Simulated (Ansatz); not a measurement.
Crystal: CoO.

```
Co O
1.0
     1.50547    0.86918    2.43993
    -1.50547    0.86918    2.43993
     0.00000   -1.73837    2.43993
Co O
1 1
Direct
  0.00000 0.00000 0.00000
  0.50000 0.50000 0.50000
```

The cell is a database's computed one.

Base run:

| Item | Value |
| --- | --- |
| Program | Ansatz 0.2.0 |
| Functional | PBEsol |
| Potentials or basis | Ansatz PAW |
| Cutoff | 420 eV (not typed: the program's choice for these potentials) |
| k mesh | 11 × 11 × 11 |
| Occupations | fermi-dirac, width 0.05 eV |
| Spin | collinear spin, ferromagnetic start |
| Starting moments | [3.5, 0.0] μB |

Its results: band gap on the k mesh none (metal or under the smearing width); pressure -9.1 GPa.

Problem. The run is repeated on the same cell with these changes: spin from collinear spin, ferromagnetic start to no spin polarisation. What comes out?

Solution. Band gap on the k mesh none (metal or under the smearing width); pressure -27.0 GPa.

Caveats: semilocal functionals often make such compounds metallic where correlation or magnetic order opens a gap, which also shifts bond lengths; the PAW data sets come from PBE, with cores solved anew for the run's functional, which leaves a small shift of forces and pressure; a cell with one magnetic atom can't hold antiferromagnetic order, which such compounds often take (some runs); an odd number of electrons without spin polarisation forces a metal (some runs); a magnetic or distorted state may lie lower (some runs).
